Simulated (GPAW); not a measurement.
# Au (Cmcm) in GPAW: reference runs

How does Au come out in PBEsol? The cell is run as given and disturbed.

All numbers are computed with GPAW 26.7.0; they aren't measurements. Logs are shortened: lines on timing, memory, paths and dates and some standing lists are left out, and cuts for length are marked. The log counts tension as positive stress, the text compression.

### Step 1. The structure

The structure is orthorhombic, space group Cmcm (No. 63). The conventional cell has a = 2.823 Å, b = 5.112 Å, c = 4.893 Å, α = 90.00°, β = 90.00°, γ = 90.00°. Around Au (site symmetry m2m) lie 12 Au at 2.82 to 2.97 Å.

This isn't the form of Au at room conditions, which is fcc.

### Step 2. Single point, PBEsol

Input file run.py:

```python
from ase import Atoms
from ase.dft.bandgap import bandgap
from ase.io import write
from ase.units import Bohr, GPa
from gpaw import GPAW, PW, setup_paths
from gpaw.elf import elf_from_dft_calculation

setup_paths.insert(0, '.')

atoms = Atoms(['Au', 'Au'],
              cell=[[1.411309965, -2.555933025, 0.0],
                    [1.411309965, 2.555933025, 0.0],
                    [0.0, 0.0, 4.89316961]],
              scaled_positions=[[0.33467203, 0.66532797, 0.25],
                                [0.66532797, 0.33467203, 0.75]],
              pbc=True)

calc = GPAW(mode=PW(600),
            xc='PBEsol',
            kpts={'size': (11, 11, 6), 'gamma': True},
            occupations={'name': 'fermi-dirac', 'width': 0.05},
            nbands=23,
            convergence={'density': 1e-05, 'energy': 1e-05},
            maxiter=150,
            txt='gpaw.txt')
atoms.calc = calc
energy = atoms.get_potential_energy()
forces = atoms.get_forces()
stress = atoms.get_stress()
calc.write('gs.gpw')
write('result.traj', atoms)
print(f'Energy: {energy:.6f} eV')
print('Forces (eV/A):')
print(forces.round(4))
print('Stress (GPa):', (stress / GPa).round(3))
print('Fermi level:', round(calc.get_fermi_level(), 4), 'eV')
print(f'Gap: {bandgap(calc)[0]:.4f} eV, direct: {bandgap(calc, direct=True)[0]:.4f} eV')

# fields on the real-space grid
write('density.cube', atoms, data=calc.get_pseudo_density() * Bohr**3)
write('potential.cube', atoms, data=calc.get_electrostatic_potential())
write('elf.cube', atoms, data=elf_from_dft_calculation(calc).data)
```

Potentials or basis: PAW data sets generated in the run's folder for this functional, pw.

On the command line:

```sh
> gpaw-setup -f PBEsol Au
> OMP_NUM_THREADS=1 python run.py
```

gpaw.txt:

```text
__  _  _
 | _ |_)|_||  |
 |__||  | ||/\| - 26.7.0

Input parameters:
  mode=PW(ecut=600.0),
  convergence={'density': 1e-05, 'energy': 1e-05},
  kpts=MonkhorstPack(size=(11, 11, 6), gamma=True),
  maxiter=150,
  nbands=23,
  occupations=Occupations(name='fermi-dirac', width=0.05),
  xc=XC(name='PBEsol')

Diagonalizing LCAO Hamiltonian
Converting LCAO to pw mode

       Au

        Au

Atoms  # Å, Bohr magnetons
|   | symbol |        x |         y |        z |    initial magnetic moments |
|---|--------|----------|-----------|----------|-----------------------------|
| 0 |     Au | 1.411310 |  0.845134 | 1.223292 | ( 0.0000,  0.0000,  0.0000) |
| 1 |     Au | 1.411310 | -0.845134 | 3.669877 | ( 0.0000,  0.0000,  0.0000) |

Unit cell  # Å
| periodic |        x |         y |        z |  lengths |     angles |
|----------|----------|-----------|----------|----------|------------|
|      yes | 1.411310 | -2.555933 | 0.000000 | 2.919690 |  90.000000 |
|      yes | 1.411310 |  2.555933 | 0.000000 | 2.919690 |  90.000000 |
|      yes | 0.000000 |  0.000000 | 4.893170 | 4.893170 | 122.187660 |

Number of symmetries: 4
Symmetry operations  # r_c * U_cc + t_c -> r_c
|   | kind |            matrix            |
|---|------|------------------------------|
| 0 |  E   |  1, 0, 0,  0, 1, 0,  0, 0, 1 |
| 1 |  C2  |  0, 1, 0,  1, 0, 0,  0, 0,-1 |
| 2 |  σ   |  0,-1, 0, -1, 0, 0,  0, 0, 1 |
| 3 |  i   | -1, 0, 0,  0,-1, 0,  0, 0,-1 |

BZ-sampling:
  Number of BZ points: 726
  Number of IBZ points: 204

  Monkhorst-Pack size: [11, 11, 6]
  Monkhorst-Pack shift: [0.0, 0.0, 0.08333333333333333]

K-points  # in reciprocal-cell coordinates
|     |                                coordinates |     weight |
|-----|--------------------------------------------|------------|
|   0 | (  0.00000000,   0.00000000,   0.00000000) | 0.00137741 |
|   1 | (  0.00000000,   0.00000000,   0.16666667) | 0.00275482 |
|   2 | (  0.00000000,   0.00000000,   0.33333333) | 0.00275482 |
|   3 | (  0.00000000,   0.00000000,   0.50000000) | 0.00137741 |
|   4 | (  0.09090909,  -0.09090909,  -0.33333333) | 0.00275482 |
|   5 | (  0.09090909,  -0.09090909,  -0.16666667) | 0.00275482 |
|   6 | (  0.09090909,  -0.09090909,   0.00000000) | 0.00275482 |
|   7 | (  0.09090909,  -0.09090909,   0.16666667) | 0.00275482 |
|   8 | (  0.09090909,  -0.09090909,   0.33333333) | 0.00275482 |
|   9 | (  0.09090909,  -0.09090909,   0.50000000) | 0.00275482 |
| ... |                                            |            |
| 203 | (  0.45454545,   0.45454545,   0.50000000) | 0.00275482 |

Plane wave coefficients: 1195
Cutoff: 600.0 eV

Spin-components: 1 (collinear spins)
Bands:           23
Projectors:      12
Spin-degeneracy: 2
Datatype:        complex128

Parallelization:
  kpt:    1
  domain: 1
  band:   1

Density:
  Valence electrons: 22.0
  Components: 1
  Grid points: [18 18 28]
  Charge: 0.0  # |e|

Potential:
  Grid points: [18 18 28]

species:
  Au:
    name:    Gold
    Z:       79.0
    valence: 11
    core:    68
    charge:  0.0  # [|e|]
    compensation charges:
      type: gauss
      rc: 0.42  # [Å]
      lmax: 2
    cutoffs:
      filter: 2.33  # [Å]
      core: 2.81  # [Å]
    projectors
    | kind |    occ | energy [eV] | rcut [Å] |
    |------|--------|-------------|----------|
    |   6s |  1.000 |      -5.766 |    1.323 |
    |   6p |  0.000 |      -0.708 |    1.323 |
    |   5d | 10.000 |      -6.915 |    1.323 |
    |    s |        |      21.446 |    1.323 |
    |    p |        |      26.504 |    1.323 |
    |    d |        |      20.296 |    1.323 |

    Using partial waves for Au as LCAO basis

Reference energy: -1032911.311445  # eV

eigensolver:
  PPCG
  Converge bands: occupied
  niter=2

density mixing:
  MSR1-Mixer
  Pratt-step length: 0.05
  Maximum mixing coefficient: 0.75
  Old densities: 10
  SVD Regularization: 0.005
  Good broyden scale: 1.0
  Trust region scale: 1.0
  Backstep threshold: 4.0
  History deletion threshold: 6.0
  Fourier metric: weight=20.0, sigma=0.015

occupation numbers:
  Fermi-Dirac:
    width: 0.0500  # eV

poisson solver:
  ecut: 4800.0  # eV

xc functional:
  name: PBEsol with 2 nearest neighbor stencil

convergence criteria:
- Maximum integral of absolute [dens]ity change: 1e-05 electrons / valence electron
- Maximum [total energy] change in last 3 cyles: 1e-05 eV / valence electron
- Maximum integral of absolute [eigenst]ate change: 4e-08 eV^2 / valence electron
maximum number of iterations: 150

SCF iterations
|iter     | |      energy | eigst |  dens |
|---------|-|-------------|-------|-------|
|iter:   1| |   -8.301652 | -0.36 |       |
|iter:   2| |   -8.161420 | -2.73 | -1.06 |
|iter:   3| |   -7.644019 | -1.94 | -1.11 |
|iter:   4| |   -7.638893 | -4.34 | -2.04 |
|iter:   5| |   -7.637208 | -4.32 | -2.34 |
|iter:   6| |   -7.637207 | -7.14 | -3.86 |
|iter:   7| |   -7.637207c| -7.52c| -4.22 |
|iter:   8| |   -7.637207c| -7.99c| -4.84 |
|iter:   9| |   -7.637207c| -8.68c| -5.32c|

Converged in 9 steps
Energy contributions relative to reference atoms: (reference = -1032911.311445)

Energy contributions:
  Kinetic:         -23.888803
  Coulomb:          20.103671
  Zero:              0.292271
  External:          0.000000
  Xc:               -4.140619
  Entropy:          -0.007456
  Spinorbit:         0.000000
  ----------------------------
  Free energy:      -7.640935
  Extrapolated:     -7.637207

dipole moment: (-0.000016, -0.000000, -0.000027)  # |e|*Ang

Fermi level: 9.119
Eigenvalues  # (at kpt = [0.000, 0.000, 0.000])
| band index |      eig [eV] | occ [0-2] |
|------------|---------------|-----------|
|          0 |        -0.359 |     2.000 |
|        ... |               |           |
|          4 |         4.824 |     2.000 |
|          5 |         5.065 |     2.000 |
|          6 |         5.319 |     2.000 |
|          7 |         5.694 |     2.000 |
|          8 |         5.865 |     2.000 |
|          9 |         6.992 |     2.000 |
[... 8 lines left out ...]
|         18 |        30.498 |     0.000 |
|         19 |        30.898 |     0.000 |
|        ... |               |           |
|         22 |        32.331 |     0.000 |

No gap
No difference between direct/indirect transitions

Forces  # eV/Ang
|       x |        y |        z |
|---------|----------|----------|
| 0.00000 | -0.02659 |  0.00008 |  # Au   0
| 0.00000 |  0.02659 | -0.00008 |  # Au   1

Stress tensor  # eV/Ang^3
|         x |         y |         z |
|-----------|-----------|-----------|
| -0.001096 |  0.000000 |  0.000000 |
|  0.000000 |  0.027384 | -0.000000 |
|  0.000000 | -0.000000 |  0.026680 |

# Writing to gs.gpw (mode='')
```

It took 86 s on 1 thread of Arm Neoverse V2, shared host; peak memory 0.26 GiB.

Results:

* Free energy: -7.6409 eV
* Pressure: -2.8 GPa
* Largest force: 0.027 eV/Å
* Band gap on the k mesh: none (metal or under the smearing width)

Forces on the atoms (eV/Å):
```
Au   0.000 -0.027  0.000
Au   0.000  0.027  0.000
```

Caveat: with this Au data set, volumes or pressures lay over 1.5 % or 2 GPa off other programs in two to four cells of ten.

### Step 3. Single point, PBEsol (atoms moved at random, drawn with an rms of 0.05 Å)

run.py, as its differences from that of step 2:

```diff
@@ -3,5 +3,4 @@
 from ase.io import write
-from ase.units import Bohr, GPa
+from ase.units import GPa
 from gpaw import GPAW, PW, setup_paths
-from gpaw.elf import elf_from_dft_calculation
 
@@ -13,4 +12,4 @@
                     [0.0, 0.0, 4.89316961]],
-              scaled_positions=[[0.33467203, 0.66532797, 0.25],
-                                [0.66532797, 0.33467203, 0.75]],
+              scaled_positions=[[0.33425, 0.652362, 0.251925],
+                                [0.652759, 0.312579, 0.741685]],
               pbc=True)
@@ -37,6 +36 @@
 print(f'Gap: {bandgap(calc)[0]:.4f} eV, direct: {bandgap(calc, direct=True)[0]:.4f} eV')
-
-# fields on the real-space grid
-write('density.cube', atoms, data=calc.get_pseudo_density() * Bohr**3)
-write('potential.cube', atoms, data=calc.get_electrostatic_potential())
-write('elf.cube', atoms, data=elf_from_dft_calculation(calc).data)
```

Potentials or basis: PAW data sets generated in the run's folder for this functional, pw.

On the command line:

```sh
> gpaw-setup -f PBEsol Au
> OMP_NUM_THREADS=1 python run.py
```

It took 2.9 min on 1 thread of Arm Neoverse V2, shared host; peak memory 0.37 GiB.

The run converged. Its results:

- Free energy: -7.6333 eV
- Pressure: -2.6 GPa
- Largest force: 0.309 eV/Å
- Band gap on the k mesh: none (metal or under the smearing width)

Forces in eV/Å, atoms in the order of the input:
```
Au  -0.011 -0.027 -0.308
Au   0.011  0.027  0.308
```

Stress tensor (GPa, compression positive):
```
 0.35  0.06  0.10
 0.06 -4.27  0.07
 0.10  0.07 -3.90
```

Levels at points of the mesh, in eV from the Fermi level:
```tsv
k point	band 9	band 10	band 11	band 12	band 13	band 14
(0.00, 0.00, 0.00)	-3.23	-2.14	-2.04	-1.07	2.46	15.50
(0.00, 0.00, 0.50)	-2.67	-2.54	-2.50	-2.39	9.98	10.67
```

Caveat: with this Au data set, volumes or pressures lay over 1.5 % or 2 GPa off other programs in two to four cells of ten.
